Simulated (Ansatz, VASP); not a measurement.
This is a calculation of Sr for Ansatz 0.2.0.

File input.yaml:

```yaml
crystal:
  lattice:
    - [-3.706358277, 3.706358277, 2.0208764669]
    - [3.706358277, -3.706358277, 2.0208764669]
    - [3.706358277, 3.706358277, -2.0208764669]
  atoms:
    - { symbol: Sr, position: [0.0, 0.0, 0.0] }
    - { symbol: Sr, position: [0.75, 0.25, 0.5] }
hamiltonian:
  xc: pbe
  pseudopotentials: { kind: paw }
  dispersion: d3bj
kpoints:
  mp_grid: { grid: [8, 8, 8] }
scf:
  occupations: { method: fermi_dirac, width: 0.05 }
output:
  forces: true
  stress: true
  eigenvalues: true
relax:
  f_tol: 0.01
  max_steps: 40
  cell: { stress_tol: 0.05 }
```

Potentials or basis: Ansatz PAW.

Command:

```bash
$ ansatz run input.yaml --threads 2 --pin off --max-ram 5632MiB --backend cpu --events-out ev --progress --plain --runs-dir out
```

**Question.** Translate it to VASP 6.6.1. Potentials there: VASP PAW PBE potentials, release 64 (Sr_sv).

**Answer.** As run (the cutoff follows the program's own potentials):

INCAR

```
ALGO = Normal
EDIFF = 1E-6
EDIFFG = -0.005
ENCUT = 600
GGA = PE
IBRION = 2
ISIF = 3
ISMEAR = -1
IVDW = 12
LASPH = True
LCHARG = False
LREAL = False
LWAVE = False
NELM = 80
NSW = 60
PREC = Accurate
SIGMA = 0.05
```

File KPOINTS:

```
k-points
0
Gamma
  8 8 8
```

Contents of POSCAR:

```
Sr
1.0
   -3.7063582770      3.7063582770      2.0208764669
    3.7063582770     -3.7063582770      2.0208764669
    3.7063582770      3.7063582770     -2.0208764669
Sr
2
Direct
    0.0000000000      0.0000000000      0.0000000000
    0.7500000000      0.2500000000      0.5000000000
```

Potentials or basis: VASP PAW PBE potentials, release 64 (Sr_sv).

Run with:

```bash
$ cat potpaw_PBE.64/Sr_sv/POTCAR > POTCAR
$ mpirun -np 1 vasp_std > vasp.out
```

Both were run:

|  | VASP | Ansatz | Ansatz less VASP |
| --- | --- | --- | --- |
| gap on the k mesh at the Fermi level, each at its own relaxed structure (eV) | none | none | - |
| relaxed volume (Å³/atom) | 51.84 | 51.81 | -0.029 |
| relaxed cell length with the largest relative difference (Å) | 5.506 | 5.505 | -0.0008 |
| energy change over the relaxation (meV/atom) | -7 | -8 | -0.1 |

A gap of «none» marks a metal or a gap that the smearing closes.

Caveats: pairwise dispersion overbinds metals, which lowers pressure and volume; the plane-wave basis is chosen anew once the cell has moved, so the energies of steps on either side of that aren't comparable (Ansatz).
